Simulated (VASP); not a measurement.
# Sc in VASP: single point with PBEsol+D3(BJ)

Aim: the single point of Sc with PBEsol+D3(BJ).

Program: VASP 6.6.1. These are calculated values, not measurements. Logs are shortened: lines on timing, memory, paths and dates and some standing lists are left out, and cuts for length are marked.

## (1) Starting point

The cell holds a slab with vacuum, 3 atoms: a = 3.124 Å, b = 3.124 Å, c = 25.048 Å, α = 90.00°, β = 90.00°, γ = 120.00°.

The cell was built by a generator and needn't be a form met in nature.

## (2) Single point, PBEsol+D3(BJ)

INCAR

```
SYSTEM = Sc
  ALGO = Normal
  DIPOL = 0.5 0.5 0.381
  EDIFF = 1E-6
  ENCUT = 520
  GGA = PS
  IDIPOL = 3
  ISIF = 2
  ISMEAR = 1
  IVDW = 12
  LASPH = .TRUE.
  LCHARG = .FALSE.
  LDIPOL = .TRUE.
  LREAL = .FALSE.
  LWAVE = .FALSE.
  NBANDS = 24
  NELM = 100
  PREC = Accurate
  SIGMA = 0.1
```

KPOINTS

```
k-points
0
G
  12 12 1
  0 0 0
```

POSCAR

```
Sc
1.0
    3.1236330269      0.0000000000      0.0000000000
   -1.5618165135      2.7051455534      0.0000000000
    0.0000000000      0.0000000000     25.0475626166
Sc
3
Direct
    0.3333333333      0.6666666667      0.2794683102
    0.6666666667      0.3333333333      0.3803820136
    0.3333333333      0.6666666667      0.4823340949
```

Potentials or basis: VASP PAW PBE potentials, release 64 (Sc_sv).

Launch:

```sh
> cat potpaw_PBE.64/Sc_sv/POTCAR > POTCAR
> mpirun -np 1 vasp_std > vasp.out
```

OUTCAR:

```text
SYSTEM = Sc
   EDIFF = 1E-6
   ENCUT = 520
   GGA = PS
   ISIF = 2
   ISMEAR = 1
   IVDW = 12
   LASPH = .TRUE.
   LREAL = .FALSE.
   NELM = 100
   PREC = Accurate
 IVDW          = 12

 ion  position               nearest neighbor table
   1  0.333  0.667  0.279-   2 3.11   2 3.11   2 3.11
   2  0.667  0.333  0.380-   1 3.11   1 3.11   1 3.11   3 3.13   3 3.13   3 3.13
   3  0.333  0.667  0.482-   2 3.13   2 3.13   2 3.13

  LATTYP: Found a hexagonal cell.
 ALAT       =     3.1236330269
 C/A-ratio  =     8.0187276805

  Lattice vectors:

 A1 = (   3.1236330269,   0.0000000000,   0.0000000000)
 A2 = (  -1.5618165135,   2.7051455534,   0.0000000000)
 A3 = (   0.0000000000,   0.0000000000,  25.0475626166)

Analysis of symmetry for initial positions (statically):
=====================================================================
 Subroutine PRICEL returns:
 Original cell was already a primitive cell.

 Routine SETGRP: Setting up the symmetry group for a
 hexagonal supercell.

 Subroutine GETGRP returns: Found  6 space group operations
 (whereof  6 operations were pure point group operations)
 out of a pool of 24 trial point group operations.

The static configuration has the point symmetry C_3v.

Analysis of symmetry for dynamics (positions and initial velocities):
=====================================================================
 Subroutine PRICEL returns:
 Original cell was already a primitive cell.

 Routine SETGRP: Setting up the symmetry group for a
 hexagonal supercell.

 Subroutine GETGRP returns: Found  6 space group operations
 (whereof  6 operations were pure point group operations)
 out of a pool of 24 trial point group operations.

The dynamic configuration has the point symmetry C_3v.

 Subroutine INISYM returns: Found  6 space group operations
 (whereof  6 operations are pure point group operations),
 and found     1 'primitive' translations

----------------------------------------------------------------------------------------

                                     Primitive cell

  volume of cell :     211.6489

  direct lattice vectors                    reciprocal lattice vectors
     3.123633027  0.000000000  0.000000000     0.320140039  0.184832938  0.000000000
    -1.561816513  2.705145553  0.000000000     0.000000000  0.369665876  0.000000000
     0.000000000  0.000000000 25.047562617     0.000000000  0.000000000  0.039924044

  length of vectors
[... 85 lines left out ...]
   ISYM   =      2    0-nonsym 1-usesym 2-fastsym
   POTIM  = 0.5000    time-step for ionic-motion
   TEBEG  =    0.0;   TEEND  =   0.0 temperature during run
   PSTRESS=    0.0 pullay stress
   NELECT =      33.0000    total number of electrons
   NUPDOWN=      -1.0000    fix difference up-down
   EMIN   =  10.00;   EMAX   =-10.00  energy-range for DOS
   EFERMI =   0.00;   METHOD = LEGACY
   ISMEAR =     1;   SIGMA  =   0.10  broadening in eV -4-tet -1-fermi 0-gaus
   EFERMI_NEDOS =   21; number of points for ismear=-14 and -15
   IALGO  =     38    algorithm
   IMIX   =      4    mixing-type and parameters
     AMIX     =   0.40;   BMIX     =  1.00
     AMIX_MAG =   1.60;   BMIX_MAG =  1.00
  volume/ion in A,a.u.               =      70.55       476.09
  Fermi-wavevector in a.u.,A,eV,Ry     =   0.881132  1.665097 10.563466  0.776393
  Thomas-Fermi vector in A             =   2.001586
   LORBIT       =      0    0 simple, 1 ext, 2 COOP (PROOUT), +10 PAW based schemes
   GGA     = PS    functional components
   LHFCALC =     F    Hartree Fock is set to
   AEXX    =    0.0000 exact exchange contribution
   IVDW    =    12    specifies the selected vdW correction
   LEPSILON=     F    determine dielectric tensor
   LRPA    =     F    only Hartree local field effects (RPA)
 non-spin polarized calculation
 Methfessel and Paxton  Order N= 1 SIGMA  =   0.10
  energy-cutoff  :      520.00
  volume of cell :      211.65
 maximum number of plane-waves:      5726
 NGX is ok and might be reduce to    24
   NGX = 11   NGY = 11   NGZ = 93

 dipolmoment           0.000000      0.000000     -0.006423 electrons x Angstroem

 number of electron      33.0000008 magnetization

 dipolmoment           0.000000      0.000000      0.001151 electrons x Angstroem

 Free energy of the ion-electron system (eV)
  ---------------------------------------------------
  ext. energy  EPLUGINS =         0.00000000
  ---------------------------------------------------
  free energy    TOTEN  =       -18.16454991 eV

  energy without entropy =      -18.16435103  energy(sigma->0) =      -18.16448362

 E-fermi :  -1.0377     XC(G=0):  -4.0229

 val. band max:       -1.0680687091   @ k =   0.2500   0.0833   0.0000
 cond. band min:      -1.0369844003   @ k =   0.0000   0.0000   0.0000
 fundamental gap:      0.0310843087
 Fermi energy:        -1.0376806332

 k-point     1 :       0.0000    0.0000    0.0000
  band No.  band energies     occupation
      1     -50.2750      2.00000
      2     -50.2498      2.00000
      3     -49.6824      2.00000
      4     -29.1218      2.00000
      5     -29.0456      2.00000
      6     -28.7472      2.00000
[... 502 lines left out ...]
     23       1.3907      0.00000
     24       2.1797      0.00000

------------------------ aborting loop because EDIFF is reached ----------------------------------------

 vacuum level on the upper side and lower side of the slab       (xc-potential included)        -0.237        -0.258

 Edisp (eV)   -0.87547

 E8    (eV) :    -0.6389

  FORCE on cell =-STRESS in cart. coord.  units (eV):
  Direction    XX          YY          ZZ          XY          YZ          ZX
  --------------------------------------------------------------------------------------
  -------------------------------------------------------------------------------------
  Total       0.98342     0.98342    -0.04593    -0.00000     0.00000     0.00000
  in kB       7.44448     7.44448    -0.34770    -0.00000     0.00000     0.00000
  external pressure =        4.85 kB  Pullay stress =        0.00 kB

 VOLUME and BASIS-vectors are now :
 -----------------------------------------------------------------------------
  energy-cutoff  :      520.00
  volume of cell :      211.65
      direct lattice vectors                 reciprocal lattice vectors
     3.123633027  0.000000000  0.000000000     0.320140039  0.184832938  0.000000000
    -1.561816513  2.705145553  0.000000000     0.000000000  0.369665876  0.000000000
     0.000000000  0.000000000 25.047562617     0.000000000  0.000000000  0.039924044

 POSITION                                       TOTAL-FORCE (eV/Angst)
 -----------------------------------------------------------------------------------
     -0.00000      1.80343      7.00000        -0.000000      0.000000     -0.025342
      1.56182      0.90172      9.52764        -0.000000      0.000000      0.053775
     -0.00000      1.80343     12.08129         0.000000     -0.000000     -0.028433
 -----------------------------------------------------------------------------------
    total drift:                                0.000000     -0.000000      0.000482

  FREE ENERGIE OF THE ION-ELECTRON SYSTEM (eV)
  ---------------------------------------------------
  free  energy   TOTEN  =       -19.0400170624 eV

  energy  without entropy=      -19.0398181750  energy(sigma->0) =      -19.03995077

 vacuum level on the upper side and lower side of the slab         2.398         2.375
```

OSZICAR:

```text
N       E                     dE             d eps       ncg     rms          rms(c)
DAV:   1     0.623220670274E+03    0.62322E+03   -0.14467E+04  1032   0.114E+03
DAV:   2     0.505314286115E+01   -0.61817E+03   -0.61020E+03  1256   0.577E+02
DAV:   3    -0.211000351013E+02   -0.26153E+02   -0.25030E+02  1464   0.174E+02
DAV:   4    -0.220413687265E+02   -0.94133E+00   -0.92598E+00  1512   0.316E+01
[... 19 lines left out ...]
DAV:  24    -0.181645392116E+02   -0.61974E-05   -0.67907E-07   904   0.546E-03    0.847E-04
DAV:  25    -0.181645465176E+02   -0.73060E-05   -0.55835E-07   888   0.469E-03    0.748E-04
DAV:  26    -0.181645480486E+02   -0.15309E-05   -0.20844E-07   856   0.333E-03    0.641E-04
DAV:  27    -0.181645495646E+02   -0.15161E-05   -0.16574E-07   832   0.235E-03    0.251E-04
DAV:  28    -0.181645499134E+02   -0.34880E-06   -0.71564E-08   816   0.160E-03
   1 F= -.19040017E+02 E0= -.19039951E+02  d E =-.198887E-03
```

Run time: 2.7 min. Hardware: 1 thread of Intel Xeon Platinum 8488C (Sapphire Rapids), shared host; peak memory 0.35 GiB.

Results:

- Free energy: -19.0400 eV
- Largest force: 0.054 eV/Å
- Band gap on the k mesh: none (metal or under the smearing width)
- Dispersion energy per atom: -0.292 eV

Forces in eV/Å, atoms in the order of the input:
```
Sc   0.000  0.000 -0.025
Sc   0.000  0.000  0.054
Sc   0.000  0.000 -0.028
```

Levels at points of the mesh, in eV from the Fermi level:
| k point | band 14 | band 15 | band 16 | band 17 | band 18 | band 19 | band 20 | band 21 |
| --- | --- | --- | --- | --- | --- | --- | --- | --- |
| (0.00, 0.00, 0.00) | -3.84 | -2.44 | 0.00 | 0.07 | 0.71 | 1.45 | 1.60 | 1.60 |
| (0.50, 0.00, 0.00) | -1.49 | -1.27 | -0.53 | -0.20 | 0.53 | 0.85 | 1.52 | 1.68 |

Caveat: the PAW data sets were made with another functional, which shifts forces and pressure a little.
